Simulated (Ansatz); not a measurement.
# In2O3: the cost of one run

Program: Ansatz 0.2.0. Level of theory: DFT, PBEsol, plane-wave PAW, default files, scalar-relativistic, frozen cores. These are calculated values, not measurements.

### Step 1. Starting point

The structure is trigonal, space group R-3c (No. 167). The conventional cell has a = 5.487 Å, b = 5.487 Å, c = 14.510 Å, α = 90.00°, β = 90.00°, γ = 120.00°. In (site symmetry 3) is surrounded by 6 O at 2.12 to 2.26 Å. O (site symmetry 2) has 4 In at 2.12 to 2.26 Å as nearest neighbours.

Coordinates:

```cif
data_structure
_symmetry_space_group_name_H-M 'R-3c:H'
_symmetry_Int_Tables_number 167
_cell_length_a 5.4870
_cell_length_b 5.4870
_cell_length_c 14.5100
_cell_angle_alpha 90.000
_cell_angle_beta 90.000
_cell_angle_gamma 120.000
_cell_volume 378.33
loop_
_atom_site_label
_atom_site_type_symbol
_atom_site_symmetry_multiplicity
_atom_site_Wyckoff_symbol
_atom_site_fract_x
_atom_site_fract_y
_atom_site_fract_z
_atom_site_occupancy
In1 In 12 c 0.33333 0.66667 0.02398 1
O1 O 18 e 0.29800 0.00000 0.25000 1
```

The earlier run gave: gap on the mesh 1.30 eV, largest force 0.126 eV/Å, pressure 8.4 GPa.

Site by site (atoms counted from 1):

| site | atoms | first shell | V_zz (10²¹ V/m²) | η | C_Q (MHz) |
| --- | --- | --- | --- | --- | --- |
| In | 1, 2, 3, 4 | 6 O at 2.12–2.26 Å | 4.41 | 0.00 | 82.3 (¹¹⁵In) |
| O | 5, 6, 7, 8, … | 4 In at 2.12–2.26 Å | -4.66 | 0.54 | 2.88 (¹⁷O) |

V_zz is the principal component of the electric field gradient with the largest magnitude, η = (V_xx − V_yy)/V_zz and C_Q = eQV_zz/h. Q values from Pyykkö, Mol. Phys. 116, 1328 (2018).

### Step 2. Functional PBEsol at the relaxed positions

The input, input.yaml:

```yaml
crystal:
  lattice:
    - [2.7435, 1.5839604635, 4.8366666667]
    - [-2.7435, 1.5839604635, 4.8366666667]
    - [0.0, -3.167920927, 4.8366666667]
  atoms:
    - { symbol: In, position: [0.3579176274, 0.3579176274, 0.3579176274] }
    - { symbol: In, position: [0.1420823726, 0.1420823726, 0.1420823726] }
    - { symbol: In, position: [0.6420823726, 0.6420823726, 0.6420823726] }
    - { symbol: In, position: [0.8579176274, 0.8579176274, 0.8579176274] }
    - { symbol: O, position: [0.5459193592, 0.9540806408, 0.25] }
    - { symbol: O, position: [0.25, 0.5459193592, 0.9540806408] }
    - { symbol: O, position: [0.9540806408, 0.25, 0.5459193592] }
    - { symbol: O, position: [0.4540806408, 0.0459193592, 0.75] }
    - { symbol: O, position: [0.75, 0.4540806408, 0.0459193592] }
    - { symbol: O, position: [0.0459193592, 0.75, 0.4540806408] }
kpoints:
  mp_grid: { grid: [7, 7, 7] }
scf:
  occupations: { method: fermi_dirac, width: 0.02 }
hamiltonian:
  xc: pbesol
  pseudopotentials: { kind: paw, frozen_core: stored }
output:
  forces: true
  stress: true
  populations: true
  efg: { quadrupole_moments_barn: { In: 0.772, O: -0.02558 } }
```

On the command line:

```bash
$ ansatz run input.yaml --threads 4 --pin off --max-ram 8192MiB --backend cpu --events-out ev --progress --plain --runs-dir out
```

What time and memory should one allow on 4 threads of Intel Xeon Platinum 8259CL at 2.50GHz (Skylake/Cascade Lake), shared host?

About 7.8 s, with a peak of 0.69 GiB.
